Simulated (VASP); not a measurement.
The system is Ho.

```
Ho
1.0
    -1.96921    2.00393    1.99771
     1.96430   -2.00856    1.99743
     1.97041    2.00976   -2.00234
Ho
1
Direct
  0.98292 0.99944 0.00238
```

The cell isn't the ideal one: cell strained at random at fixed volume.

| Quantity | Value |
| --- | --- |
| Program | VASP 6.6.1 |
| Task | relaxation of cell and atoms |
| Functional | PBE |
| Dispersion | dDsC |
| Potentials or basis | VASP PAW PBE potentials, release 64 (Ho_3), 4f in core |
| Cutoff | 600 eV |
| k mesh | 9 × 9 × 9 |
| Occupations | methfessel-paxton, width 0.2 eV |
| Spin | collinear spin, ferromagnetic start |
| Starting moments | [4.0] μB |
| Hubbard terms | Ho f U = 6 eV, J = 1.0 eV |

At the start: pressure -1.4 GPa; volume 31.55 Å³/atom.

Where does the relaxation end?

Over 14 steps the energy falls by 128.6 meV/atom and the volume is 30.00 Å³/atom (-4.9 %); space group Fm-3m (No. 225, to 0.05 Å); moment 0.00 μB per cell.

Step by step:
```
step  energy change (eV)  largest force (eV/Å)  pressure (GPa)  volume (Å³)
   1              0.0000                0.0000           -1.39        31.55
   2             -0.0021                0.0000           -0.94        31.18
   3             -0.0031                0.0000            0.08        30.39
   4             -0.0032                0.0000            0.11        30.36
   5             -0.0071                0.0000           -0.11        30.46
   6             -0.0212                0.0000           -0.07        30.31
   7             -0.0644                0.0000           -0.02        30.15
   8             -0.0308                0.0000            0.45        29.85
   9             -0.1023                0.0000           -0.13        30.19
  10             -0.1105                0.0000           -0.07        30.13
  11             -0.1216                0.0000            0.05        30.00
  12             -0.1264                0.0000            0.05        29.97
  13             -0.1283                0.0000            0.03        29.98
  14             -0.1286                0.0000            0.00        30.00
```

Final structure:
```xyz
1
Lattice="-1.7419 2.4655 1.7421 1.7449 -2.4707 1.7440 1.7413 2.4717 -1.7399" Properties=species:S:1:pos:R:3 pbc="T T T"
Ho    0.0329   -0.0348   -0.0349
```

Caveat: the magnetic or orbital state may not be the lowest; U is put on an f shell that these potentials keep in the core, so it has next to no effect; pairwise dispersion overbinds metals, which lowers pressure and volume.
